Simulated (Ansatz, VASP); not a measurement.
# GaAs: VASP beside Ansatz

One calculation is typed for both programs; each brings its own data sets. How far apart do they land? The cell is taken from a series of runs on this material, whose earlier steps may have relaxed, scaled, displaced or heated it; both programs get it as it stands.

Calculated with Ansatz 0.2.0; plane waves, with VASP 6.6.1 beside it; relaxation of cell and atoms at PBEsol.

## (1) Set-up

It takes space group F-43m (No. 216, cubic). Conventional cell: a = 5.653 Å, b = 5.653 Å, c = 5.653 Å, α = 90.00°, β = 90.00°, γ = 90.00°. Nearest to Ga lie 4 As at 2.45 Å. Nearest to As lie 4 Ga at 2.45 Å. Farther neighbours are not listed.

## (2) Ansatz: relaxation of cell and atoms, PBEsol

Ansatz runs on its default PAW (the set named soft_2) files.

The relaxed volume is the usual yardstick between codes: in a stiff, nearly cubic crystal its relative difference is about their pressure difference at one cell divided by the bulk modulus.

The input, input.yaml:

```yaml
crystal:
  lattice:
    - [0.0, 2.8265, 2.8265]
    - [2.8265, 0.0, 2.8265]
    - [2.8265, 2.8265, 0.0]
  atoms:
    - { symbol: Ga, position: [0.0, 0.0, 0.0] }
    - { symbol: As, position: [0.25, 0.25, 0.25] }
hamiltonian:
  xc: pbesol
kpoints:
  mp_grid: { grid: [10, 10, 10] }
scf:
  occupations: { method: fermi_dirac, width: 0.02 }
  convergence: { dr2_threshold: 1.0e-09 }
relax:
  cell: {}
  f_tol: 0.003
  max_steps: 40
```

Started as:

```sh
$ ansatz run input.yaml --threads 4 --pin off --max-ram 16384MiB --backend cpu --events-out ev --progress --plain --runs-dir out
```

Numbers of over 12 decimals in the logs are rounded to 6 here.

The program printed:

```text
Warning: relax.cell: scf.convergence.dr2_threshold = 1e-9 eV is looser than the 2e-10 eV advised for a relaxation that steers and ends on the stress (1e-10 eV for each atom of the cell: 2). What an SCF threshold leaves in a stress goes as its square root, and in the free energy as the threshold itself, and one threshold admits the most on a small cell: [figures from the program's tests cut] Set scf.convergence.dr2_threshold to 2e-10 eV or tighter. The threshold is an SCF's pass mark: one that does not reach it within its budget of iterations ends unconverged, or closes short of it on a stop that the run arms, and scf.convergence.dr2_threshold's page says what that costs each kind of run
Engine: ansatz 0.2.0, aarch64-unknown-linux-gnu
Pseudopotentials: kind: paw
Pseudopotential: Ga, paw, valence charge 13, recommended cutoff 420 eV (normal), Ga.paw.azcp
Pseudopotential: As, paw, valence charge 15, recommended cutoff 420 eV (normal), As.paw.azcp
Functional definition: PBEsol
  exchange = pbesol_x
  correlation = pbesol_c
Crystal: 2 atoms, lattice volume = 45.162 Å³
Basis set: ecut = 420 eV, 893 PW (Γ), exchange–correlation on 54×54×54 points (8 copies of the dense FFT grid, shifted against one another)
Bands: 18, of which v1, the nominal top of the filled ones, is band 14 counted from 1 (13 counted from 0)
Symmetry: 24 space group operations
Space group: F-43m (ITA 216), of the structure as read, at distance tolerance 3.6e-5 Å
k-points: 47 of 1000 (time reversal used)
Non-local potential: Ga, projectors of the file, l = 0: 2, l = 1: 2, l = 2: 3, l = 3: 1
Non-local potential: As, projectors of the file, l = 0: 2, l = 1: 2, l = 2: 3, l = 3: 1
PAW form: soft (Blöchl's): semilocal exchange-correlation on the pseudo side does not see the compensation charge
PAW frozen core: Ga, regenerated for the run's functional, and the local potential with it (the file was generated under x = pbe(κ = 0.804, μ = 0.219515), c = pbe(β = 0.066725))
PAW frozen core: As, regenerated for the run's functional, and the local potential with it (the file was generated under x = pbe(κ = 0.804, μ = 0.219515), c = pbe(β = 0.066725))
PAW one-centre angular grid: Ga, 590 points (default); XC on 64 Gauss nodes
PAW one-centre angular grid: As, 590 points (default); XC on 64 Gauss nodes
Initial density: superposition of atomic densities (neutral atoms: chi_scale 0, normalization atom), corrected by the library's trained network
Initial wavefunctions: pseudopotential atomic-orbital guess
Functional: x = pbesol(κ = 0.804, μ = 0.123457), c = pbesol(β = 0.046)
SCF iter   1: F=—  HF=-8556.861852 eV  |F-HF|=—  |Δ(HF+E_count)|=         —  Δρ=3.38e-3  dr2=8.19e-3  ethr=1.77e-3  ⟨swp⟩=6.0  Hψ=3963  notcnv=0
preconditioner: auto → none  [insulator: Δε(μ)=0.432 eV  Ē_g=15.401 eV  σ=0.020 eV  W_gap=1.00  n_scr=14 (ndim 8)  ℏωp=23.4 eV  f_vac=0.086  D(μ)=0.00/eV (n_scr^D=0)  ε∞_Penn≈3.3]
SCF iter   2: F=—  HF=-8556.858771 eV  |F-HF|=—  |Δ(HF+E_count)|=   3.08e-3  Δρ=1.17e-3  dr2=5.68e-4  ethr=2.93e-5  ⟨swp⟩=2.1  Hψ=1625  notcnv=0
SCF iter   3: F=—  HF=-8556.858812 eV  |F-HF|=—  |Δ(HF+E_count)|=   4.14e-5  Δρ=4.37e-4  dr2=8.81e-5  ethr=2.03e-6  ⟨swp⟩=2.0  Hψ=1389  notcnv=0
SCF iter   4: F=—  HF=-8556.858814 eV  |F-HF|=—  |Δ(HF+E_count)|=   1.80e-6  Δρ=2.13e-4  dr2=1.26e-5  ethr=3.15e-7  ⟨swp⟩=2.0  Hψ=1269  notcnv=0
SCF iter   5: F=—  HF=-8556.858819 eV  |F-HF|=—  |Δ(HF+E_count)|=   5.55e-6  Δρ=3.68e-5  dr2=3.47e-7  ethr=4.51e-8  ⟨swp⟩=2.0  Hψ=1269  notcnv=0
SCF iter   6: F=—  HF=-8556.858820 eV  |F-HF|=—  |Δ(HF+E_count)|=   8.93e-7  Δρ=3.52e-6  dr2=3.76e-9  ethr=1.24e-9  ⟨swp⟩=2.0  Hψ=1016  notcnv=0
SCF iter   7: F=-8556.858820 eV  HF=-8556.858820 eV  |F-HF|=3.40e-10  |Δ(HF+E_count)|=   2.45e-9  Δρ=1.03e-6  dr2=2.22e-10  ethr=3.57e-12  ⟨swp⟩=4.3  Hψ=3061  notcnv=0
SCF 1 converged in 7 iterations: F = -8556.858820 eV  dr2 = 2.22e-10
  greatest PAW one-centre occupation: 0.999 electrons in one spin orbital (limit 2), on the As atom at site 1 (counted from 0), in its partial waves of l = 2
relax step   1: F+E_penalty+E_count = -8556.85882027 eV  Δ(F+E_penalty+E_count) = +0.000e0 eV  max|allowed force component| = 1.295e-16 eV/Å  Δτ_max = 0.0000 Å  P = +0.224 GPa  Ω = 45.162 Å³  (7 SCF iters, accepted)
[...]
relax step   2: F+E_penalty+E_count = -8556.85889581 eV  Δ(F+E_penalty+E_count) = -7.555e-5 eV  max|allowed force component| = 2.244e-17 eV/Å  Δτ_max = 0.0000 Å  P = +0.040 GPa  Ω = 45.281 Å³  energy of the carried Pulay correction = -2.215e-5 eV  (5 SCF iters, accepted)
[...]
relax step   3: F+E_penalty+E_count = -8556.85891083 eV  Δ(F+E_penalty+E_count) = -1.501e-5 eV  max|allowed force component| = 2.486e-17 eV/Å  Δτ_max = 0.0000 Å  P = +0.041 GPa  Ω = 45.281 Å³  stress off target by 4.07e-2 GPa  SCF on the basis re-selected at this cell (its energy is not comparable with the rows above)  (3 SCF iters)
basis re-selected at this cell: Δ(F+E_penalty+E_count) = -1.501e-5 eV, ΔP = +0.000 GPa vs the last step (what re-selecting the basis moved, of the pressure what is left beyond the Pulay correction that the steps carried, after the strain that the cell walked since its last selection, with what the two solves' SCF thresholds leave and, on support functions, any second-order correction that the steps lacked; it is no m [...]
SCF converged after 3 iterations
Free energy (F): -8556.858911 eV
Harris-Foulkes:  -8556.858911 eV  (|F-HF|=9.08e-10)
Internal energy: -8556.858911 eV  (E = F + TS)
E sigma→0 (E₀):  -8556.858911 eV
Entropy (-TS):   -0.000000 eV (-0.000 meV/atom)
Fermi energy:    8.242600 eV
--- Per-component energies (eV) ---
  E_band       = -316.975540
  E_kinetic    = 219.360446
  E_local      = -3922.104591  (includes V_loc(G=0)·N_el)
  E_nonlocal   = -242.305108
  E_hartree    = 1973.016380
  E_xc         = -147.231828
  E_vxc        = -137.416485  (∫ρ·V_xc dr)
  E_paw        = -3742.720839  (= ΣΔE_a)
  E_vpaw       = -180.543661  (= ΣTr[D̂ρ^β])
  E_aug_tail   = -0.000137  (compensation charges beyond the density's cutoff)
  E_ewald      = -2696.702640
  E_core_change = 1.829407  (= ΣΔE_core)
  E_smearing   = -0.000000  (= −TS)
  E_closure    = 0.000000  (closes the sum)
  Σ components = -8556.858911   (vs F -8556.858911, Δ=0.00e0)
--- Forces (eV/Å), atoms counted from 1 ---
  atom   1  Ga     0.00000000     0.00000000    -0.00000000
  atom   2  As    -0.00000000    -0.00000000     0.00000000
  max |Σ_I F_I| component: 4.28e-17 eV/Å
--- Stress (GPa, compression-positive) ---
        0.040665      -0.000000      -0.000000
       -0.000000       0.040665       0.000000
       -0.000000       0.000000       0.040665
  P = ⅓ Tr σ = 0.0407 GPa (0.407 kbar)
--- Relaxed structure (2 steps of the walk, 2 accepted, 1 SCFs on fresh bases) ---
  F+E_penalty+E_count = -8556.85891083 eV   max|allowed force component| = 2.486e-17 eV/Å   (the final SCF, on the basis selected at the relaxed cell)
  cell:  # Å, volume = 45.2810 Å³
    - [0, 2.828973, 2.828973]
    - [2.828973, 0, 2.828973]
    - [2.828973, 2.828973, 0]
  atoms:
    - { symbol: Ga, position: [0, 0, 0] }
    - { symbol: As, position: [0.25, 0.25, 0.25] }
```

## (3) VASP: relaxation of cell and atoms, PBEsol

The same cell, functional, mesh and smearing now go to VASP, with its own data sets.

Lines of VASP's logs that name or quote its potential files are left out, and so is its time.

The input, INCAR:

```
SYSTEM = GaAs
PREC = Accurate
ENCUT = 500
EDIFF = 1E-07
NELM = 120
ISMEAR = -1
SIGMA = 0.02
LREAL = .FALSE.
ALGO = Normal
GGA = PS
NBANDS = 15
LORBIT = 11
LWAVE = .FALSE.
LCHARG = .FALSE.
ISIF = 3
IBRION = 2
NSW = 80
EDIFFG = -0.005
LASPH = .TRUE.
GGA_COMPAT = .FALSE.
NELMIN = 4
EFERMI = MIDGAP
```

The input, POSCAR:

```
GaAs
1.0
    0.0000000000      2.8265000000      2.8265000000
    2.8265000000      0.0000000000      2.8265000000
    2.8265000000      2.8265000000      0.0000000000
Ga As
1 1
Direct
    0.0000000000      0.0000000000      0.0000000000
    0.2500000000      0.2500000000      0.2500000000
```

The input, KPOINTS:

```
Automatic mesh
0
Gamma
10 10 10
0 0 0
```

The projector-augmented-wave data sets are Ga_d and As (PBE family, release 64).

Started as:

```sh
$ mpirun -np 1 vasp_std
```

The program printed:

```text
[banner, memory and clock lines left out]
running    1 mpi-ranks, on    1 nodes
 distrk:  each k-point on    1 cores,    1 groups
 distr:  one band on    1 cores,    1 groups

 POSCAR found type information on POSCAR GaAs
 POSCAR found :  2 types and       2 ions
|                                                                             |
|               ----> ADVICE to this user running VASP <----                  |
|                                                                             |
|     You enforced a specific xc type in the INCAR file but a different       |
|     [... a line on the potential file left out ...]
|     I HOPE YOU KNOW WHAT YOU ARE DOING!                                     |
|                                                                             |

 LDA part: xc-table for (Slater+PW92), standard interpolation
 POSCAR, INCAR and KPOINTS ok, starting setup
 FFT: planning ... GRIDC
 FFT: planning ... GRID_SOFT
 FFT: planning ... GRID
 WAVECAR not read
 entering main loop
       N       E                     dE             d eps       ncg     rms          rms(c)
DAV:   1     0.792062649705E+02    0.79206E+02   -0.88557E+03  1434   0.159E+03
DAV:   2    -0.284162175139E+01   -0.82048E+02   -0.78622E+02  1564   0.305E+02
DAV:   3    -0.919307877745E+01   -0.63515E+01   -0.63280E+01  1725   0.688E+01
DAV:   4    -0.928915459681E+01   -0.96076E-01   -0.96056E-01  1707   0.943E+00
DAV:   5    -0.929059528678E+01   -0.14407E-02   -0.14407E-02  1818   0.104E+00    0.294E+00
DAV:   6    -0.912454702352E+01    0.16605E+00   -0.23739E-01  2141   0.980E+00    0.173E+00
DAV:   7    -0.909278581975E+01    0.31761E-01   -0.61063E-02  2124   0.216E+00    0.536E-01
DAV:   8    -0.909098351281E+01    0.18023E-02   -0.93625E-03  1767   0.117E+00    0.104E-01
DAV:   9    -0.909114656834E+01   -0.16306E-03   -0.70556E-04  1800   0.343E-01    0.429E-02
DAV:  10    -0.909117608197E+01   -0.29514E-04   -0.51616E-05  2077   0.737E-02    0.231E-02
DAV:  11    -0.909119645854E+01   -0.20377E-04   -0.24176E-05  1529   0.512E-02    0.238E-03
DAV:  12    -0.909119649676E+01   -0.38218E-07   -0.82996E-07  1879   0.142E-02
   1 F= -.90911965E+01 E0= -.90911965E+01  d E =-.909120E+01
 curvature:   0.00 expect dE= 0.000E+00 dE for cont linesearch  0.000E+00
 trial: gam= 0.00000 g(F)=  0.326E-46 g(S)=  0.778E-03 ort = 0.000E+00 (trialstep = 0.100E+01)
 search vector abs. value=  0.778E-03
 bond charge predicted
       N       E                     dE             d eps       ncg     rms          rms(c)
DAV:   1    -0.910008314804E+01   -0.88867E-02   -0.10762E-01  1788   0.615E+00    0.534E-01
DAV:   2    -0.909332659176E+01    0.67566E-02   -0.11020E-02  1767   0.227E+00    0.245E-01
DAV:   3    -0.909161550416E+01    0.17111E-02   -0.18680E-03  1830   0.823E-01    0.530E-02
DAV:   4    -0.909145941073E+01    0.15609E-03   -0.18425E-04  1677   0.185E-01    0.186E-02
DAV:   5    -0.909143518294E+01    0.24228E-04   -0.13835E-05  1754   0.500E-02    0.403E-03
DAV:   6    -0.909143488882E+01    0.29411E-06   -0.91219E-07  1828   0.128E-02    0.243E-03
DAV:   7    -0.909143494690E+01   -0.58079E-07   -0.17048E-07  1209   0.758E-03
   2 F= -.90914349E+01 E0= -.90914349E+01  d E =-.238450E-03
 trial-energy change:   -0.000238  1 .order   -0.000244   -0.000778    0.000290
 step:   0.7222(harm=  0.7287)  dis= 0.00000  next Energy=    -9.091475 (dE=-0.279E-03)
 bond charge predicted
       N       E                     dE             d eps       ncg     rms          rms(c)
DAV:   1    -0.909214714796E+01   -0.71226E-03   -0.82536E-03  1795   0.168E+00    0.149E-01
DAV:   2    -0.909162302891E+01    0.52412E-03   -0.86885E-04  1753   0.658E-01    0.679E-02
DAV:   3    -0.909149320655E+01    0.12982E-03   -0.13772E-04  1837   0.223E-01    0.152E-02
DAV:   4    -0.909148148808E+01    0.11718E-04   -0.13838E-05  1606   0.491E-02    0.519E-03
DAV:   5    -0.909147984031E+01    0.16478E-05   -0.10834E-06  1790   0.140E-02    0.108E-03
DAV:   6    -0.909147983116E+01    0.91491E-08   -0.52646E-08   866   0.298E-03
   3 F= -.90914798E+01 E0= -.90914798E+01  d E =-.283334E-03
 curvature:  -0.36 expect dE=-0.318E-06 dE for cont linesearch -0.318E-06
 trial: gam=-0.03240 g(F)=  0.439E-46 g(S)=  0.875E-06 ort = 0.261E-04 (trialstep = 0.944E+00)
 search vector abs. value=  0.108E-08
 reached required accuracy - stopping structural energy minimisation
```

From OUTCAR (step 3):

```text
ion  position               nearest neighbor table
   1  0.000  0.000  0.000-   2 2.45   2 2.45   2 2.45   2 2.45
   2  0.250  0.250  0.250-   1 2.45   1 2.45   1 2.45   1 2.45

  LATTYP: Found a face centered cubic cell.
 ALAT       =     5.6530000000

 Subroutine GETGRP returns: Found 24 space group operations
 (whereof 24 operations were pure point group operations)

The static configuration has the point symmetry T_d .

 Found     47 irreducible k-points:

   k-points           NKPTS =     47   k-points in BZ     NKDIM =     47   number of bands    NBANDS=     15

   dimension x,y,z NGX =    30 NGY =   30 NGZ =   30
   dimension x,y,z NGXF=    60 NGYF=   60 NGZF=   60

   ENCUT  =  500.0 eV  36.75 Ry    6.06 a.u.   7.29  7.29  7.29*2*pi/ulx,y,z

   NELECT =      18.0000    total number of electrons

 k-points in reciprocal lattice and weights: Automatic mesh
   0.00000000  0.00000000  0.00000000       0.001
   0.10000000  0.00000000  0.00000000       0.008
   0.20000000  0.00000000  0.00000000       0.008
   0.30000000  0.00000000  0.00000000       0.008
   0.40000000  0.00000000  0.00000000       0.008
   0.50000000  0.00000000  0.00000000       0.004
   0.10000000  0.10000000  0.00000000       0.006
   0.20000000  0.10000000  0.00000000       0.024
   0.30000000  0.10000000  0.00000000       0.024
[...]
-0.30000000  0.40000000  0.20000000       0.024
  -0.30000000  0.50000000  0.20000000       0.012

 average (electrostatic) potential at core
       1 -66.2671       2 -50.2578

 E-fermi :   3.9771

 k-point     1 :       0.0000    0.0000    0.0000
  band No.  band energies     occupation
    ...
      5     -10.9291      2.00000
      6      -8.9593      2.00000
      7       3.7568      1.99997
      8       3.7568      1.99997
      9       3.7568      1.99997
     10       4.1753      0.00010
     11       7.4462      0.00000
     12       7.4462      0.00000
     13       7.4462      0.00000
     14      11.1317      0.00000
    ...

 k-point     2 :       0.1000    0.0000    0.0000
  band No.  band energies     occupation
    ...
      5     -10.9293      2.00000
      6      -8.8419      2.00000
      7       2.2163      2.00000
      8       3.5975      2.00000
      9       3.5975      2.00000
     10       5.1648      0.00000
     11       7.6808      0.00000
     12       7.6819      0.00000
     13       7.6819      0.00000
     14      11.7942      0.00000
    ...

 k-point     3 :       0.2000    0.0000    0.0000
  band No.  band energies     occupation
    ...
      5     -10.9292      2.00000
      6      -8.5048      2.00000
      7       0.4365      2.00000
      8       3.2546      2.00000
      9       3.2546      2.00000
     10       5.2642      0.00000
     11       8.1406      0.00000
     12       8.1406      0.00000
     13       8.8269      0.00000
     14      12.6449      0.00000
    ...

  Total        0.0034767      0.0034767      0.0034767     -0.0000000      0.0000000     -0.0000000
  in kB        0.1226719      0.1226719      0.1226719     -0.0000000      0.0000000     -0.0000000
  external PRESSURE =       0.1226719 kB  Pullay stress =       0.0000000 kB

  energy-cutoff  :      500.00
  volume of cell :       45.41
      direct lattice vectors                 reciprocal lattice vectors
     0.000000000  2.831606023  2.831606023    -0.176578237  0.176578237  0.176578237
     2.831606023  0.000000000  2.831606023     0.176578237 -0.176578237  0.176578237
     2.831606023  2.831606023  0.000000000     0.176578237  0.176578237 -0.176578237

 POSITION                                       TOTAL-FORCE (eV/Angst)
 -----------------------------------------------------------------------------------
      0.00000      0.00000      0.00000        -0.000000     -0.000000     -0.000000
      1.41580      1.41580      1.41580         0.000000      0.000000      0.000000
 -----------------------------------------------------------------------------------
    total drift:                               -0.000000     -0.000000      0.000000

  FREE ENERGIE OF THE ION-ELECTRON SYSTEM (eV)
  ---------------------------------------------------
  free  energy   TOTEN  =        -9.0914798312 eV

  energy  without entropy=       -9.0914797857  energy(sigma->0) =       -9.09147981

 reached required accuracy - stopping structural energy minimisation

 total charge
# of ion       s       p       d       tot
------------------------------------------
    1        0.884   0.798   9.993  11.675
    2        1.213   1.586   0.031   2.830
--------------------------------------------------
tot          2.097   2.384  10.024  14.504

[... 3 further parts left out ...]
```

CONTCAR:

```
GaAs
   1.00000000000000
     0.0000000000000000    2.8316060226999267    2.8316060226999267
     2.8316060226999267    0.0000000000000000    2.8316060226999267
     2.8316060226999267    2.8316060226999267    0.0000000000000000
  Ga              As
     1     1
Direct
     0.0000000000000000    0.0000000000000000    0.0000000000000000
     0.2500000000000000    0.2500000000000000    0.2500000000000000
```

The run keeps the 24 symmetry operations of its start, so it cannot find a distortion of lower symmetry.

## (4) Side by side

Known differences besides the potentials themselves: the data sets hold 28 valence electrons in Ansatz (on its default PAW (the set named soft_2) files) and 18 in VASP; the cutoff is 420 eV in Ansatz and 500 eV in VASP; Ansatz makes its cores anew for this functional, VASP keeps those of its PBE data sets; Ansatz adds a Pulay correction to the stress that steers its cell, VASP none. Total energies have different zeros and are not compared.

Compared:

```csv
quantity,Ansatz,VASP,difference
volume (Å³),45.28,45.41,-0.28 %
"edge a after relaxation, in the typed setting (Å)",4.001,4.005,-0.09 %
```

## (5) Outcome

| Quantity | Value |
| --- | --- |
| difference in volume (relaxation of cell and atoms, PBEsol) | -0.28 % |

The difference in volume is -0.28 % (relaxation of cell and atoms, PBEsol), within the 1.2 % picked in this series as the mark of a large difference, as far as the stopping tolerances let one tell. The data sets hold unlike numbers of valence electrons (28 in Ansatz and 18 in VASP), so part of the differences comes from the potentials. 1 further run of this series is not shown here. How closely two codes agree says nothing of how well the functional describes the real material.

[Lines on the potential files, build, host, timing and source positions are cut from VASP's logs without a mark.]

[Logs are printed without paths, hosts, clocks, repeated set-up lines and the standing remarks that a program may print on its own settings, such as how far it seeks lower states.]

[Hosts, paths, dates, database ids (printed as entryN), source tags and the programs' standing remarks are cut or masked in the printed files.]
